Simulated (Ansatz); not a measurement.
Ga3AsP2 (zincblende [001] superlattice), computed twice by G0W0.

The cell holds 12 atoms: 6 Ga, 2 As and 4 P. Cell: a = 3.900 Å, b = 3.900 Å, c = 16.510 Å, α = 90.0°, β = 90.0°, γ = 90.0°. It derives from GaAs. Regions: GaAs, 4 atoms (2 Ga and 2 As); GaP, 8 atoms (4 Ga and 4 P). The structure's axis is c.

```xyz
12
Lattice="3.9001 0.0000 0.0000 0.0000 3.9001 0.0000 0.0000 0.0000 16.5098" Properties=species:S:1:pos:R:3 pbc="T T T"
Ga    0.0000    0.0000    0.6716
As    1.9500    0.0000    2.1161
Ga    1.9500    1.9500    3.5584
As    0.0000    1.9500    5.0008
Ga    0.0000    0.0000    6.4453
P     1.9500    0.0000    7.7870
Ga    1.9500    1.9500    9.1304
P     0.0000    1.9500   10.4718
Ga    0.0000    0.0000   11.8133
P     1.9500    0.0000   13.1549
Ga    1.9500    1.9500   14.4962
P     0.0000    1.9500   15.8397
```

The structure was relaxed with PBEsol. The runs that relaxed it are not among those shown.

The first (Ansatz 0.2.0; start PBEsol, 4×4×2 mesh, 1047 empty bands, screening to 150 eV, PAW set soft_1 files; 1 × NVIDIA H100 80GB HBM3 (shared by 6 runs) with 2 threads of AMD EPYC 7R13 (Zen 3), shared host) gave, on its mesh: starting gap 1.25 eV, G0W0 gap 1.89 eV, RPA ε∞ (mean) 15.55, 88 s.

The second gave: starting gap 1.25 eV, G0W0 gap 1.71 eV, RPA ε∞ (mean) 15.51, 22 s.

What was changed in the input? Choose among start, files, mesh, bands and cutoff, frequency model or another key.

Changed: empty bands from 1047 to 265 and screening cutoff (eV) from 150.0 to 60. The starting gap stayed, which rules out the functional and points to the GW step. Other changes could give like numbers; this is the one that was made.

Limits: not at the basis limit; no spin-orbit coupling; coarse k mesh.

[Paths, hosts, dates, memory and timing lines, banners, echoed tables and standing remarks are left out of the program output.]

[Logs are printed without paths, hosts, clocks, repeated set-up lines and the standing remarks that a program may print on its own settings, such as how far it seeks lower states.]

[Runs of the session that timed out or met a known fault of the program may be left out.]

[Cells called generated may have been cut or substituted from an entry of the Crystallography Open Database or the Materials Project.]

[Hosts, paths, dates, database ids (printed as entryN), source tags and the programs' standing remarks are cut or masked in the printed files.]
